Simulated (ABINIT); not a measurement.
Wanted: the native input for an ABINIT 10.8.3 (patched build) run.

```yaml
Task: band structure
Functional: PBEsol
Potentials_or_basis: JTH PAW PBE v2.0
Cutoff: 707 eV
k_mesh: 11 × 11 × 10
Occupations: fermi-dirac, width 0.05 eV
Spin: no spin polarisation
Fine-grid_cutoff: 1306.15 eV
```

Ge:

```xyz
1
Lattice="1.3971 -2.6005 0.0000 1.3971 2.6005 0.0000 0.0000 0.0000 2.6982" Properties=species:S:1:pos:R:3 pbc="T T T"
Ge    1.3971    0.0000    0.0000
```

This isn't the form of Ge at room conditions, which is diamond.

These files were run (other wordings do the same):

run.abi

```
# Datasets: ground state, then fixed potential
ndtset 2

# Pseudopotentials
pp_dirpath "./"
pseudos "Ge.GGA_PBE-JTH.xml"

# Structure
acell 2.952068562 2.952068562 2.698231 Angstrom
rprim
     0.4732779645    -0.8809131446     0.0000000000
     0.4732779645     0.8809131446     0.0000000000
     0.0000000000     0.0000000000     1.0000000000
ntypat 1
znucl 32
natom 1
typat 1
xcart
     2.6402289653     0.0000000000     0.0000000000
chkprim 0
chksymtnons 0
tolsym 1.0e-6

# Plane-wave basis
ecut 26.0
pawecutdg 48.0
pawxcdev 0

# Exchange and correlation
ixc -116133

# Bands and occupations
occopt 3
tsmear 0.05 eV

# SCF cycle
nstep 100

# Output
iomode 3
prtwf 0
prteig 0
prtebands 0
prtden1 1

# Dataset 1
kptopt1 1
ngkpt1 11 11 10
nshiftk1 1
shiftk1 0.0 0.0 0.0
nband1 11
tolvrs1 1.0e-9

# Dataset 2: bands along G-X-S-R-A-Z-G-Y-X1-A1-T-Y
iscf2 -2
getden2 1
nband2 17
nbdbuf2 4
tolwfr2 1.0e-11
kptopt2 -11
ndivsm2 8
prteig2 1
kptbounds2
     0.0000000000     0.0000000000     0.0000000000
     0.3221616403     0.3221616403     0.0000000000
     0.0000000000     0.5000000000     0.0000000000
     0.0000000000     0.5000000000     0.5000000000
     0.3221616403     0.3221616403     0.5000000000
     0.0000000000     0.0000000000     0.5000000000
     0.0000000000     0.0000000000     0.0000000000
    -0.5000000000     0.5000000000     0.0000000000
    -0.3221616403     0.6778383597     0.0000000000
    -0.3221616403     0.6778383597     0.5000000000
    -0.5000000000     0.5000000000     0.5000000000
    -0.5000000000     0.5000000000     0.0000000000
```

Potentials or basis: JTH PAW PBE v2.0.

Launch:

```bash
$ abinit run.abi > log 2>&1
```

It gave:

The pressure is -3.9 GPa and the band gap on the k mesh is none (metal or under the smearing width). The valence electrons inside the program's atomic spheres are Ge 12.19 (radii [1.2196] Å).

Caveat: the PAW data sets were made with another functional, which shifts forces and pressure a little.

It took 82 s on 1 thread of Arm Neoverse V1, on a shared host, peak memory 0.17 GiB.
